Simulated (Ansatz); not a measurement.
(111) slab cut from the bulk of BP, 15 Å of vacuum:

```yaml
crystal:
  lattice:
    - [3.19624, 0.00000, 0.00000]
    - [-1.59812, 2.76803, 0.00000]
    - [0.00000, 0.00000, 26.09132]
  atoms:
    - { symbol: P, position: [0.00000, 0.00000, 0.28745] }
    - { symbol: B, position: [0.33333, 0.66667, 0.31246] }
    - { symbol: P, position: [0.33333, 0.66667, 0.38747] }
    - { symbol: B, position: [0.66667, 0.33333, 0.41248] }
    - { symbol: P, position: [0.66667, 0.33333, 0.48750] }
    - { symbol: B, position: [0.00000, 0.00000, 0.51250] }
    - { symbol: P, position: [0.00000, 0.00000, 0.58752] }
    - { symbol: B, position: [0.33333, 0.66667, 0.61253] }
    - { symbol: P, position: [0.33333, 0.66667, 0.68754] }
    - { symbol: B, position: [0.66667, 0.33333, 0.71255] }
```

Computed with Ansatz, DFT PBEsol, scalar-relativistic, plane waves, PAW. Cutoff 420 eV; k points 9×9×1 on the computed 10-atom cell (Γ-centred); Gaussian smearing, width 0.05 eV; no spin polarisation. The cell repeats along c with a dipole correction in the vacuum.

This base run converges in 15 iterations with a largest force of 2.461 eV/Å and a work function of 4.77 eV on the top face.

One setting at a time is then changed, some of them on purpose to poor values; changes count from the base run, energies are extrapolated to zero smearing, γ keeps the base's bulk energy, atoms stay where they are, and risky runs are capped at 50 to 100 iterations.

(1) What happens with vacuum of 7 Å?

(2) What happens with k mesh 4×4×1?

(3) What happens with occupations cold 0.2 eV?

(4) What happens with cutoff 550 eV?

(5) What happens with isolated along c?

In some of the runs (vacuum 7, vacuum 5) charge leaks into the vacuum, so their work functions can be off.

Results:

(1) It converges in 16 iterations; ΔE (meV/atom) +0.3, Δγ (J/m²) +0.002, Δφ top (eV) -0.09, largest force (eV/Å) 2.472, largest change of a force (eV/Å) 0.020.

(2) It converges in 13 iterations; ΔE (meV/atom) +43.6, Δγ (J/m²) +0.395, Δφ top (eV) +0.10, largest force (eV/Å) 2.466, largest change of a force (eV/Å) 0.541.

(3) It converges in 11 iterations; ΔE (meV/atom) -1.3, Δγ (J/m²) -0.012, Δφ top (eV) -0.05, largest force (eV/Å) 2.507, largest change of a force (eV/Å) 0.080.

(4) It converges in 14 iterations; ΔE (meV/atom) -0.9, Δφ top (eV) 0.00, largest force (eV/Å) 2.461, largest change of a force (eV/Å) 0.001.

(5) It converges in 15 iterations; ΔE (meV/atom) 0.0, Δγ (J/m²) 0.000, Δφ top (eV) 0.00, largest force (eV/Å) 2.461, largest change of a force (eV/Å) 0.000.